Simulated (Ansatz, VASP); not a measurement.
## TaN: VASP beside Ansatz

File INCAR:

```
SYSTEM = TaN
ALGO = Normal
EDIFF = 1E-6
ENCUT = 520
GGA = PE
ISIF = 2
ISMEAR = -1
LASPH = .TRUE.
LCHARG = .TRUE.
LELF = .TRUE.
LREAL = .FALSE.
LVHAR = .TRUE.
LWAVE = .FALSE.
NBANDS = 24
NELM = 100
PREC = Accurate
SIGMA = 0.05
```

The input KPOINTS:

```
k-points
0
G
  10 10 6
  0 0 0
```

File POSCAR:

```
TaN
1.0
    3.0702013177      0.0000000000      0.0000000000
   -1.5351006588      2.6588723376      0.0000000000
    0.0000000000      0.0000000000      4.9727177254
Ta N
2 2
Direct
    0.3333333333      0.6666666667      0.0000000000
    0.6666666667      0.3333333333      0.5000000000
    0.3333333333      0.6666666667      0.3850000000
    0.6666666667      0.3333333333      0.8850000000
```

Contents of input.yaml:

```yaml
crystal:
  lattice:
    - [3.0702013177, 0.0, 0.0]
    - [-1.5351006588, 2.6588723376, 0.0]
    - [0.0, 0.0, 4.9727177254]
  atoms:
    - { symbol: Ta, position: [0.3333333333, 0.6666666667, 0.0] }
    - { symbol: Ta, position: [0.6666666667, 0.3333333333, 0.5] }
    - { symbol: "N", position: [0.3333333333, 0.6666666667, 0.385] }
    - { symbol: "N", position: [0.6666666667, 0.3333333333, 0.885] }
hamiltonian:
  xc: pbe
  pseudopotentials: { kind: paw }
kpoints:
  mp_grid: { grid: [10, 10, 6] }
scf:
  occupations: { method: fermi_dirac, width: 0.05 }
output:
  forces: true
  stress: true
  eigenvalues: true
```

Alike in both runs: task single point; functional PBE; k mesh 10 × 10 × 6; occupations fermi-dirac, width 0.05 eV; no spin polarisation.

|  | VASP | Ansatz |
| --- | --- | --- |
| version | VASP 6.6.1 | Ansatz 0.2.0 |
| potentials or method | VASP PAW PBE potentials, release 64 (Ta_pv, N) | Ansatz PAW |
| plane-wave cutoff (eV) | 520 | 420 |
| valence electrons in the cell | 32 | 36 |

Ansatz gave:

- gap on the k mesh at the Fermi level (eV): none
- rms of the force components (eV/Å): 1.339

**Question.** What did VASP give for the same quantities?

**Answer.** gap on the k mesh at the Fermi level (eV): none; rms of the force components (eV/Å): 1.364.

Atom by atom the forces differ by 0.025 eV/Å (rms over components). A gap of «none» marks a metal or a gap that the smearing closes. With one functional, cell and mesh, what is left measures potentials, basis and numerics. The two sets of potentials don't hold the same shells in valence.

Caveats: forces of over 1 eV/Å show positions far from the minimum, so gaps and moduli don't describe the material at rest. Spin-orbit coupling is left out, which matters for the levels of Ta.
